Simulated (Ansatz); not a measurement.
Crystal: InAs.

```xyz
2
Lattice="0.0000 3.0180 3.0180 3.0180 0.0000 3.0180 3.0180 3.0180 0.0000" Properties=species:S:1:pos:R:3 pbc="T T T"
In    0.0000    0.0000    0.0000
As    4.5270    4.5270    4.5270
```

Program: Ansatz 0.2.0. Alike in all runs: task band structure; potentials or basis Ansatz PAW; cell as given; smearing fermi-dirac 0.05 eV.

Q: Order these runs on this cell by their band gap on the k mesh, lowest first.
A. level PBEsol0; spin off; k mesh 4 × 4 × 4; cutoff (eV) 420; points for each segment of the path 4; mesh quality coarse
B. level LDA; spin SOC, no magnetisation; k mesh 6 × 6 × 6; cutoff (eV) 420; points for each segment of the path 14; mesh quality not flagged
C. level HSE03; spin off; k mesh 4 × 4 × 4; cutoff (eV) 420; points for each segment of the path 4; mesh quality coarse
D. level B3LYP; spin off; k mesh 4 × 4 × 4; cutoff (eV) 420; points for each segment of the path 4; mesh quality coarse
E. level r2SCAN0; spin off; k mesh 4 × 4 × 4; cutoff (eV) 500; points for each segment of the path 4; mesh quality coarse

A: B (metal), C (0.46 eV), D (0.79 eV), A (1.14 eV), E (1.49 eV).

Caveats: some runs use coarse meshes; spin-orbit coupling is left out, which moves the levels of the heavy elements (some runs); this crystal is a semiconductor, whose small gap the functional closes, so the metal is an error of the method (some runs).

Runs at the PBE level aren't shown here.
